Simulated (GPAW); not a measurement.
# TePb (Fm-3m) in GPAW: notebook

The runs below take TePb through band structure, equation of state, with optPBE-vdW, LDA, SCAN, optB88-vdW, vdW-DF2.

Everything below comes from runs of GPAW 26.7.0. Logs are shortened: lines on timing, memory, paths and dates and some standing lists are left out, and cuts for length are marked. The log counts tension as positive stress, the text compression.

**Experimental background.**

From a printed reference work, monograph, for a bulk crystal of TePb at 4.2 K: band gap 0.19 eV (direct).

How close the calculation comes is told below.

## 1. The crystal as given

It takes space group Fm-3m (No. 225, cubic). The conventional cell has a = 6.462 Å, b = 6.462 Å, c = 6.462 Å, α = 90.00°, β = 90.00°, γ = 90.00°. Around Pb (site symmetry m-3m) lie 6 Te at 3.23 Å. Te (site symmetry m-3m) is surrounded by 6 Pb at 3.23 Å.

## 2. Band structure, optPBE-vdW, spin-orbit coupling, no magnetisation

Contents of run.py:

```python
import numpy as np
from ase.dft.bandgap import bandgap
from ase.io import read, write
from gpaw import GPAW, PW
from gpaw.spinorbit import soc_eigenstates

atoms = read('POSCAR')

calc = GPAW(mode=PW(600),
            xc={'name': 'optPBE-vdW', 'backend': 'libvdwxc'},
            kpts={'size': (6, 6, 6), 'gamma': True},
            occupations={'name': 'fermi-dirac', 'width': 0.05},
            nbands=19,
            convergence={'density': 1e-05, 'energy': 1e-05},
            maxiter=150,
            txt='gpaw.txt')
atoms.calc = calc
energy = atoms.get_potential_energy()
forces = atoms.get_forces()
calc.write('gs.gpw')
write('result.traj', atoms)
print(f'Energy: {energy:.6f} eV')
print('Forces (eV/A):')
print(forces.round(4))
print('Fermi level:', round(calc.get_fermi_level(), 4), 'eV')
print(f'Gap: {bandgap(calc)[0]:.4f} eV, direct: {bandgap(calc, direct=True)[0]:.4f} eV')

path = atoms.cell.bandpath('GXWKGLUWLK,UX', npoints=100, eps=1e-4)
bs_calc = calc.fixed_density(kpts=path, symmetry='off', nbands=32,
                             convergence={'bands': 'CBM+6.0', 'eigenstates': 1e-6}, txt='bands.txt')
bs = bs_calc.band_structure()
bs.write('bs.json')
print(f'Gap on the path: {bandgap(bs_calc)[0]:.4f} eV')

soc = soc_eigenstates(bs_calc, theta=0, phi=0)
np.savetxt('soc_bands.dat', soc.eigenvalues(), fmt='%.4f')
mesh = soc_eigenstates('gs.gpw', theta=0, phi=0)
np.savetxt('soc_mesh.dat', mesh.eigenvalues(), fmt='%.4f')
print('Fermi level with spin-orbit coupling:', round(mesh.fermi_level, 4), 'eV')
```

Contents of POSCAR:

```
TePb
1.0
    0.0000000000      3.2310000000      3.2310000000
    3.2310000000      0.0000000000      3.2310000000
    3.2310000000      3.2310000000      0.0000000000
Pb Te
1 1
Direct
    0.0000000000      0.0000000000      0.0000000000
    0.5000000000      0.5000000000      0.5000000000
```

Potentials or basis: GPAW PAW data sets (gpaw-data 1.2.1), pw.

Run with:

```sh
> OMP_NUM_THREADS=1 python run.py
```

gpaw.txt:

```text
__  _  _
 | _ |_)|_||  |
 |__||  | ||/\| - 26.7.0

Input parameters:
  mode=PW(ecut=600.0),
  convergence={'density': 1e-05, 'energy': 1e-05},
  kpts=MonkhorstPack(size=(6, 6, 6), gamma=True),
  maxiter=150,
  nbands=19,
  occupations=Occupations(name='fermi-dirac', width=0.05),
  xc=XC(name='optPBE-vdW', backend='libvdwxc')

Diagonalizing LCAO Hamiltonian
Converting LCAO to pw mode

                 Te

       Pb

Atoms  # Å, Bohr magnetons
|   | symbol |        x |        y |        z |    initial magnetic moments |
|---|--------|----------|----------|----------|-----------------------------|
| 0 |     Pb | 0.000000 | 0.000000 | 0.000000 | ( 0.0000,  0.0000,  0.0000) |
| 1 |     Te | 3.231000 | 3.231000 | 3.231000 | ( 0.0000,  0.0000,  0.0000) |

Unit cell  # Å
| periodic |        x |        y |        z |  lengths |    angles |
|----------|----------|----------|----------|----------|-----------|
|      yes | 0.000000 | 3.231000 | 3.231000 | 4.569324 | 60.000000 |
|      yes | 3.231000 | 0.000000 | 3.231000 | 4.569324 | 60.000000 |
|      yes | 3.231000 | 3.231000 | 0.000000 | 4.569324 | 60.000000 |

Number of symmetries: 48
Symmetry operations  # r_c * U_cc + t_c -> r_c
|    | kind |            matrix            |
|----|------|------------------------------|
|  0 |  σ   |  1, 0, 0,  1, 0,-1,  1,-1, 0 |
|  1 |  C2  |  1, 0, 0,  1,-1, 0,  1, 0,-1 |
|  2 |  E   |  1, 0, 0,  0, 1, 0,  0, 0, 1 |
|  3 |  σ   |  1, 0, 0,  0, 0, 1,  0, 1, 0 |
|  4 |  C4  |  1, 0,-1,  1, 0, 0,  1,-1, 0 |
|  5 |  S6  |  1, 0,-1,  1,-1, 0,  1, 0, 0 |
|  6 |  σ   |  1, 0,-1,  0, 1,-1,  0, 0,-1 |
|  7 |  C3  |  1, 0,-1,  0, 0,-1,  0, 1,-1 |
|  8 |  S6  |  1,-1, 0,  1, 0, 0,  1, 0,-1 |
|  9 |  C4  |  1,-1, 0,  1, 0,-1,  1, 0, 0 |
| 10 |  C3  |  1,-1, 0,  0,-1, 1,  0,-1, 0 |
| 11 |  σ   |  1,-1, 0,  0,-1, 0,  0,-1, 1 |
| 12 |  σ   |  0, 1, 0,  1, 0, 0,  0, 0, 1 |
| 13 |  C4  |  0, 1, 0,  0, 1,-1, -1, 1, 0 |
| 14 |  C3  |  0, 1, 0,  0, 0, 1,  1, 0, 0 |
| 15 |  S6  |  0, 1, 0, -1, 1, 0,  0, 1,-1 |
| 16 |  C2  |  0, 1,-1,  1, 0,-1,  0, 0,-1 |
| 17 |  σ   |  0, 1,-1,  0, 1, 0, -1, 1, 0 |
| 18 |  S4  |  0, 1,-1,  0, 0,-1,  1, 0,-1 |
| 19 |  C4  |  0, 1,-1, -1, 1, 0,  0, 1, 0 |
| 20 |  C3  |  0, 0, 1,  1, 0, 0,  0, 1, 0 |
| 21 |  σ   |  0, 0, 1,  0, 1, 0,  1, 0, 0 |
| 22 |  S6  |  0, 0, 1,  0,-1, 1, -1, 0, 1 |
| 23 |  C4  |  0, 0, 1, -1, 0, 1,  0,-1, 1 |
| 24 |  S4  |  0, 0,-1,  1, 0,-1,  0, 1,-1 |
| 25 |  C3  |  0, 0,-1,  0, 1,-1,  1, 0,-1 |
| 26 |  C2  |  0, 0,-1,  0,-1, 0, -1, 0, 0 |
| 27 |  S6  |  0, 0,-1, -1, 0, 0,  0,-1, 0 |
| 28 |  S4  |  0,-1, 1,  1,-1, 0,  0,-1, 0 |
| 29 |  C4  |  0,-1, 1,  0, 0, 1, -1, 0, 1 |
| 30 |  C2  |  0,-1, 1,  0,-1, 0,  1,-1, 0 |
| 31 |  σ   |  0,-1, 1, -1, 0, 1,  0, 0, 1 |
| 32 |  C3  |  0,-1, 0,  1,-1, 0,  0,-1, 1 |
| 33 |  S6  |  0,-1, 0,  0, 0,-1, -1, 0, 0 |
| 34 |  S4  |  0,-1, 0,  0,-1, 1,  1,-1, 0 |
| 35 |  C2  |  0,-1, 0, -1, 0, 0,  0, 0,-1 |
| 36 |  C2  | -1, 1, 0,  0, 1, 0,  0, 1,-1 |
| 37 |  S6  | -1, 1, 0,  0, 1,-1,  0, 1, 0 |
| 38 |  S4  | -1, 1, 0, -1, 0, 1, -1, 0, 0 |
| 39 |  C3  | -1, 1, 0, -1, 0, 0, -1, 0, 1 |
| 40 |  S6  | -1, 0, 1,  0, 0, 1,  0,-1, 1 |
| 41 |  C2  | -1, 0, 1,  0,-1, 1,  0, 0, 1 |
| 42 |  C3  | -1, 0, 1, -1, 1, 0, -1, 0, 0 |
| 43 |  S4  | -1, 0, 1, -1, 0, 0, -1, 1, 0 |
| 44 |  C2  | -1, 0, 0,  0, 0,-1,  0,-1, 0 |
| 45 |  i   | -1, 0, 0,  0,-1, 0,  0, 0,-1 |
| 46 |  σ   | -1, 0, 0, -1, 1, 0, -1, 0, 1 |
[... 65 lines left out ...]
    |   6s |  2.000 |     -11.969 |    1.259 |
    |   6p |  2.000 |      -3.506 |    1.275 |
    |   5d | 10.000 |     -21.211 |    1.217 |
    |    s |        |      15.243 |    1.259 |
    |    p |        |      23.705 |    1.275 |
    |    d |        |       6.001 |    1.217 |

    Using partial waves for Pb as LCAO basis

  Te:
    name:    Tellurium
    Z:       52.0
    valence: 6
    core:    46
    charge:  0.0  # [|e|]
    compensation charges:
      type: gauss
      rc: 0.36  # [Å]
      lmax: 2
    cutoffs:
      filter: 2.09  # [Å]
      core: 3.17  # [Å]
    projectors
    | kind |    occ | energy [eV] | rcut [Å] |
    |------|--------|-------------|----------|
    |   5s |  2.000 |     -15.089 |    1.180 |
    |   5p |  4.000 |      -5.955 |    1.196 |
    |    s |        |      12.123 |    1.180 |
    |    p |        |      21.256 |    1.196 |
    |    d |        |       0.000 |    1.238 |

    Using partial waves for Te as LCAO basis

Reference energy: -752065.146798  # eV

eigensolver:
  PPCG
  Converge bands: occupied
  niter=2

density mixing:
  MSR1-Mixer
  Pratt-step length: 0.05
  Maximum mixing coefficient: 0.75
  Old densities: 10
  SVD Regularization: 0.005
  Good broyden scale: 1.0
  Trust region scale: 1.0
  Backstep threshold: 4.0
  History deletion threshold: 6.0
  Fourier metric: weight=20.0, sigma=0.015

occupation numbers:
  Fermi-Dirac:
    width: 0.0500  # eV

poisson solver:
  ecut: 4800.0  # eV

xc functional:
  name: vdW-optPBE with libvdwxc
  Mode: serial
  Semilocal: GGA_X_OPTPBE_VDW+LDA_C_PW with 2 nearest neighbor stencil
  Corresponding non-local functional: vdW-DF
  Local blocksize: 54 x 54 x 54
  PAW datasets: PBE

convergence criteria:
- Maximum integral of absolute [dens]ity change: 1e-05 electrons / valence electron
- Maximum [total energy] change in last 3 cyles: 1e-05 eV / valence electron
- Maximum integral of absolute [eigenst]ate change: 4e-08 eV^2 / valence electron
maximum number of iterations: 150

SCF iterations
|iter     | |      energy | eigst |  dens |
|---------|-|-------------|-------|-------|
|iter:   1| |  -55.921224 | -0.16 |       |
|iter:   2| |  -55.898357 | -1.97 | -1.32 |
|iter:   3| |  -55.812283 | -1.93 | -1.36 |
|iter:   4| |  -55.815278 | -3.47 | -1.99 |
|iter:   5| |  -55.816041 | -4.15 | -2.38 |
|iter:   6| |  -55.816075 | -5.87 | -3.22 |
|iter:   7| |  -55.816078c| -6.75 | -3.83 |
|iter:   8| |  -55.816078c| -7.78c| -4.62 |
|iter:   9| |  -55.816078c| -7.83c| -5.12c|

Converged in 9 steps
Energy contributions relative to reference atoms: (reference = -752065.146798)

Energy contributions:
  Kinetic:          23.114113
  Coulomb:         -22.521550
  Zero:             -0.307205
  External:          0.000000
  Xc:              -56.101427
  Entropy:          -0.000018
  Spinorbit:         0.000000
  ----------------------------
  Free energy:     -55.816087
  Extrapolated:    -55.816078

dipole moment: (-27.141307, -27.141307, -27.141307)  # |e|*Ang

Fermi level: 6.085
Eigenvalues  # (at kpt = [0.000, 0.000, 0.000])
| band index |      eig [eV] | occ [0-2] |
|------------|---------------|-----------|
|          0 |       -11.237 |     2.000 |
|        ... |               |           |
|          2 |       -11.223 |     2.000 |
|          3 |       -11.223 |     2.000 |
|          4 |       -11.223 |     2.000 |
|          5 |        -6.299 |     2.000 |
|          6 |         0.152 |     2.000 |
|          7 |         4.309 |     2.000 |
[... 9 lines left out ...]
|         17 |        13.511 |     0.000 |
|         18 |        13.796 |     0.000 |

Gap: 0.747 eV
Transition (v -> c):
  (s=0, k=15, n=9, [0.50, 0.50, 0.50]) -> (s=0, k=15, n=10, [0.50, 0.50, 0.50])
No difference between direct/indirect transitions

Forces  # eV/Ang
|        x |        y |        z |
|----------|----------|----------|
| -0.00000 |  0.00000 |  0.00000 |  # Pb   0
|  0.00000 | -0.00000 | -0.00000 |  # Te   1

# Writing to gs.gpw (mode='')
```

stdout:

```text
Energy: -55.816078 eV
Forces (eV/A):
[[-0.  0.  0.]
 [ 0. -0. -0.]]
Fermi level: 6.0845 eV
Gap: 0.7471 eV, direct: 0.7471 eV
Gap on the path: 0.7471 eV
Fermi level with spin-orbit coupling: 5.7403 eV
```

bands.txt:

```text
Diagonalizing LCAO Hamiltonian
Converting LCAO to pw mode
convergence criteria:
- Maximum integral of absolute [eigenst]ate change: 1e-06 eV^2 / valence electron
maximum number of iterations: 150

SCF iterations
|iter     | |      energy | eigst |  dens |
[... 108 lines left out ...]
         [0.3875    , 0.3875    , 0.725     ],
         [0.375     , 0.375     , 0.75      ],
         [0.625     , 0.25      , 0.625     ],
         [0.60416667, 0.20833333, 0.60416667],
         [0.58333333, 0.16666667, 0.58333333],
         [0.5625    , 0.125     , 0.5625    ],
         [0.54166667, 0.08333333, 0.54166667],
         [0.52083333, 0.04166667, 0.52083333],
         [0.5       , 0.        , 0.5       ]])),
  maxiter=150,
  nbands=32,
  occupations=Occupations(name='fermi-dirac', width=0.05),
  symmetry=Symmetry(point_group=False, time_reversal=False),
  xc=XC(name='optPBE-vdW', backend='libvdwxc')
```

Wall time 60 s (1 thread of AMD EPYC 9R14 (Zen 4), shared host); peak memory 0.41 GiB.

What came out:

```
Free energy             : -55.8161 eV
Band gap on the k mesh  : 0.20 eV, indirect (least direct gap 0.32 eV)
Band gap along the path : 0.15 eV, indirect (least direct gap 0.29 eV)
```

Levels at the corners of the path, in eV from the valence-band top:
```csv
point,band 18,band 19,band 20,band 21,band 22,band 23
Γ,-0.92,-0.92,-0.92,2.26,2.28,4.92
X,-3.24,-2.38,-2.38,3.44,3.44,4.32
W,-3.75,-0.33,-0.33,1.50,1.50,5.29
K,-2.62,-1.79,-1.79,2.95,2.95,4.21
Γ,-0.92,-0.92,-0.92,2.26,2.28,4.92
L,-0.59,-0.23,-0.23,0.16,0.16,1.45
U,-2.62,-1.79,-1.79,2.95,2.95,4.21
W,-3.75,-0.33,-0.33,1.50,1.50,5.29
L,-0.59,-0.23,-0.23,0.16,0.16,1.45
K,-2.62,-1.79,-1.79,2.95,2.95,4.21
U,-2.62,-1.79,-1.79,2.95,2.95,4.21
X,-3.24,-2.38,-2.38,3.44,3.44,4.32
```

Caveat: spin-orbit coupling was added after a scalar SCF, so levels and gaps hold it while energy, forces, pressure and moments don't; this program's spin-orbit splittings come out too wide for heavy elements; the PAW data sets were made with another functional, which shifts forces and pressure a little.

## 3. Equation of state, LDA

Contents of run.py:

```python
from ase.eos import EquationOfState
from ase.io import Trajectory, read
from ase.units import GPa
from gpaw import GPAW, PW

atoms = read('TePb.xyz')

traj = Trajectory('eos.traj', 'w')
volumes, energies = [], []
for x in [0.94, 0.96, 0.98, 1.0, 1.02, 1.04, 1.06]:
    a = atoms.copy()
    a.set_cell(atoms.cell * x**(1 / 3), scale_atoms=True)
    calc = GPAW(mode=PW(800),
                xc='LDA',
                kpts={'size': (6, 6, 6), 'gamma': True},
                occupations={'name': 'fermi-dirac', 'width': 0.05},
                setups='hgh',
                nbands=-9,
                convergence={'density': 1e-05, 'energy': 1e-05},
                maxiter=150,
                txt=f'eos-{x:.2f}.txt')
    a.calc = calc
    energies.append(a.get_potential_energy(force_consistent=True))
    volumes.append(a.get_volume())
    p = -a.get_stress()[:3].mean() / GPa
    calc.write(f'eos-{x:.2f}.gpw')
    traj.write(a)
    print(f'{x:.2f} {volumes[-1]:10.4f} A^3 {energies[-1]:14.6f} eV {p:9.3f} GPa', flush=True)

v0, e0, B = EquationOfState(volumes, energies, eos='birchmurnaghan').fit()
print(f'V0 = {v0:.4f} A^3, E0 = {e0:.6f} eV, B0 = {B / GPa:.2f} GPa')
```

Contents of TePb.xyz:

```xyz
2
Lattice="0.0000000000 3.2310000000 3.2310000000 3.2310000000 0.0000000000 3.2310000000 3.2310000000 3.2310000000 0.0000000000" Properties=species:S:1:pos:R:3 pbc="T T T"
Pb     0.0000000000      0.0000000000      0.0000000000
Te     3.2310000000      3.2310000000      3.2310000000
```

Potentials or basis: HGH pseudopotentials, pw.

Run with:

```sh
> OMP_NUM_THREADS=1 python run.py
```

Wall time 44 s (1 thread of AMD EPYC 9R14 (Zen 4), shared host); peak memory 0.21 GiB.

It converged, with:

| Property | Result |
| --- | --- |
| Equilibrium volume | 31.92 Å³/atom |
| Bulk modulus | 49 GPa |
| Pressure derivative of the bulk modulus | 4.5 |

Energy against volume, from the lowest point:
| volume (Å³/atom) | energy (meV/atom) |
| --- | --- |
| 31.706 | 0.00 |
| 32.380 | 0.77 |
| 33.055 | 5.55 |
| 33.730 | 13.89 |
| 34.404 | 25.41 |
| 35.079 | 39.76 |
| 35.753 | 56.62 |

Caveat: HGH potentials are hard and often keep d shells in the core, so these values are rough.

## 4. Equation of state, SCAN

run.py, as its differences from that of step 3:

```diff
@@ -12,8 +12,7 @@
     a.set_cell(atoms.cell * x**(1 / 3), scale_atoms=True)
-    calc = GPAW(mode=PW(800),
-                xc='LDA',
+    calc = GPAW(mode=PW(600),
+                xc='MGGA_X_SCAN+MGGA_C_SCAN',
                 kpts={'size': (6, 6, 6), 'gamma': True},
                 occupations={'name': 'fermi-dirac', 'width': 0.05},
-                setups='hgh',
-                nbands=-9,
+                nbands=19,
                 convergence={'density': 1e-05, 'energy': 1e-05},
```

TePb.xyz is that of step 3.

Potentials or basis: GPAW PAW data sets (gpaw-data 1.2.1), pw.

Run with:

```sh
> OMP_NUM_THREADS=1 python run.py
```

It took 4 min on 1 thread of AMD EPYC 9R14 (Zen 4), shared host; peak memory 1 GiB.

The run converged. Its results:

```yaml
Equilibrium_volume: "34.15 Å³/atom (rough: see the caveat)"
Bulk_modulus: 42 GPa (rough)
```

Energy against volume, from the lowest point:
| volume (Å³/atom) | energy (meV/atom) |
| --- | --- |
| 31.706 | 25.71 |
| 32.380 | 12.86 |
| 33.055 | 4.59 |
| 33.730 | 0.44 |
| 34.404 | 0.00 |
| 35.079 | 2.95 |
| 35.753 | 8.92 |

Caveat: the points scatter about the fit; the PAW data sets were made with another functional, which shifts forces and pressure a little. The run has no spin-orbit coupling, so splittings on Pb, Te are missing.

[end of part 1 of 2]
